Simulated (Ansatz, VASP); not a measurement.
# Two plane-wave programs on LiF

Contents of INCAR:

```
SYSTEM = LiF
ALGO = Normal ; EDIFF = 1E-6
ENCUT = 520 ; GGA = PE
ISIF = 2 ; ISMEAR = 0
IVDW = 13 ; LASPH = .TRUE.
LCHARG = .TRUE. ; LELF = .TRUE.
LREAL = .FALSE. ; LVHAR = .TRUE.
LWAVE = .FALSE. ; NBANDS = 12
NELM = 80 ; PREC = Accurate
SIGMA = 0.05
```

The input KPOINTS:

```
k-points
0
G
  10 10 10
  0 0 0
```

Contents of POSCAR:

```
LiF
1.0
    0.0000000000      2.0140017468      2.0140017468
    2.0140017468      0.0000000000      2.0140017468
    2.0140017468      2.0140017468      0.0000000000
Li F
1 1
Direct
    0.0000000000      0.0000000000      0.0000000000
    0.5000000000      0.5000000000      0.5000000000
```

Input for Ansatz:

```yaml
crystal:
  lattice:
    - [0.0, 2.0140017468, 2.0140017468]
    - [2.0140017468, 0.0, 2.0140017468]
    - [2.0140017468, 2.0140017468, 0.0]
  atoms:
    - { symbol: Li, position: [0.0, 0.0, 0.0] }
    - { symbol: F, position: [0.5, 0.5, 0.5] }
basis:
  ecutwfc: 420
  ecutrho_ratio: 4
kpoints:
  mp_grid: { grid: [10, 10, 10] }
hamiltonian:
  xc: pbe
  dispersion: d4
scf:
  occupations: { method: gaussian, width: 0.05 }
output:
  forces: true
  stress: true
  eigenvalues: true
```

Alike in both runs: task single point; functional PBE; dispersion D4; k mesh 10 × 10 × 10; occupations gaussian, width 0.05 eV; no spin polarisation.

|  | VASP | Ansatz |
| --- | --- | --- |
| version | VASP 6.6.1 | Ansatz 0.2.0 |
| potentials or method | VASP PAW PBE potentials, release 64 (Li_sv, F) | scalar-relativistic, plane waves, PAW |
| plane-wave cutoff (eV) | 520 | 420 |
| valence electrons in the cell | 10 | 10 |

|  | VASP | Ansatz | Ansatz less VASP |
| --- | --- | --- | --- |
| gap on the k mesh at the Fermi level (eV) | 9.09 | 9.09 | +0.002 |
| least direct gap on the mesh (eV) | 9.09 | 9.09 | +0.002 |
| dispersion energy (meV/atom) | -62.7 | -62.7 | -0.03 |

 A k mesh can miss the band edges.
